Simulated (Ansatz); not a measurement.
# ZnS: the cost of one run

Computed with Ansatz 0.2.0 (DFT PBEsol, scalar-relativistic, plane waves, PAW, unless a step's input says otherwise).

The COD entry's cell or inner coordinates are ideal or old and differ from later refinements, so a difference from it is no clean test against experiment.

16 further runs of the same task are left out: 16 set aside as unsound or not needed.

## (1) Starting point

Symmetry: P6_3mc, No. 186, hexagonal system. The conventional cell has a = 3.812 Å, b = 3.812 Å, c = 18.690 Å, α = 90.00°, β = 90.00°, γ = 120.00°. Zn (site symmetry 3m) is surrounded by 4 S at 2.33 to 2.34 Å. S (site symmetry 3m) has 4 Zn at 2.33 to 2.34 Å as nearest neighbours.

As a file:

```cif
data_structure
_symmetry_space_group_name_H-M 'P6_3mc'
_symmetry_Int_Tables_number 186
_cell_length_a 3.8120
_cell_length_b 3.8120
_cell_length_c 18.6900
_cell_angle_alpha 90.000
_cell_angle_beta 90.000
_cell_angle_gamma 120.000
_cell_volume 235.20
loop_
_atom_site_label
_atom_site_type_symbol
_atom_site_symmetry_multiplicity
_atom_site_Wyckoff_symbol
_atom_site_fract_x
_atom_site_fract_y
_atom_site_fract_z
_atom_site_occupancy
Zn1 Zn 2 a 0.00000 0.00000 0.00000 1
Zn2 Zn 2 b 0.33333 0.66667 0.16667 1
Zn3 Zn 2 b 0.66667 0.33333 0.33333 1
S1 S 2 a 0.00000 0.00000 0.12500 1
S2 S 2 b 0.33333 0.66667 0.29167 1
S3 S 2 b 0.66667 0.33333 0.45833 1
```

Source of the structure: the Crystallography Open Database.

## (5) Setting up the map

Atoms count from 1 in the order of the input.

The energy is mapped over a free internal coordinate and the cell.

The axes are (1) shift of Zn3 along [0 0 1], its symmetry partners moved as symmetry demands (measured in the relaxed cell): 7 values from −0.278 Å; (2) c/a of the conventional cell at fixed volume: 7 values from 4.515 to 5.300.

Nothing else is relaxed (all other coordinates fixed). Energies count from the relaxed crystal. Points are written as (first, second).

(The set-up runs are not shown.)

## (6) Point (0.093 Å, 5.300)

File input.yaml:

```yaml
crystal:
  lattice:
    - [3.6893491457, 0.0, 0.0]
    - [-1.8446745728, 3.1950700836, 0.0]
    - [0.0, 0.0, 19.5528126025]
  atoms:
    - { symbol: Zn, position: [0.0, 0.0, 2.77175e-05] }
    - { symbol: Zn, position: [0.0, 0.0, 0.5000277175] }
    - { symbol: Zn, position: [0.3333333333, 0.6666666667, 0.17181222] }
    - { symbol: Zn, position: [0.6666666667, 0.3333333333, 0.67181222] }
    - { symbol: Zn, position: [0.6666666667, 0.3333333333, 0.333275358] }
    - { symbol: Zn, position: [0.3333333333, 0.6666666667, 0.833275358] }
    - { symbol: S, position: [0.0, 0.0, 0.1251125986] }
    - { symbol: S, position: [0.0, 0.0, 0.6251125986] }
    - { symbol: S, position: [0.3333333333, 0.6666666667, 0.2916367831] }
    - { symbol: S, position: [0.6666666667, 0.3333333333, 0.7916367831] }
    - { symbol: S, position: [0.6666666667, 0.3333333333, 0.4581259436] }
    - { symbol: S, position: [0.3333333333, 0.6666666667, 0.9581259436] }
basis:
  ecutwfc: 520.0
kpoints:
  mp_grid: { grid: [9, 9, 2] }
hamiltonian:
  xc: pbesol
scf:
  occupations: { method: gaussian, width: 0.05 }
output:
  forces: true
  stress: true
  eigenvalues: true
```

On the command line:

```console
$ ansatz run input.yaml --threads 4 --pin off --max-ram 8192MiB --backend cpu --events-out ev --progress --plain --runs-dir out
```

Q: Estimate wall time and peak memory on 4 threads of Arm Neoverse V1, shared host.

About 14 s, with a peak of 0.94 GiB.
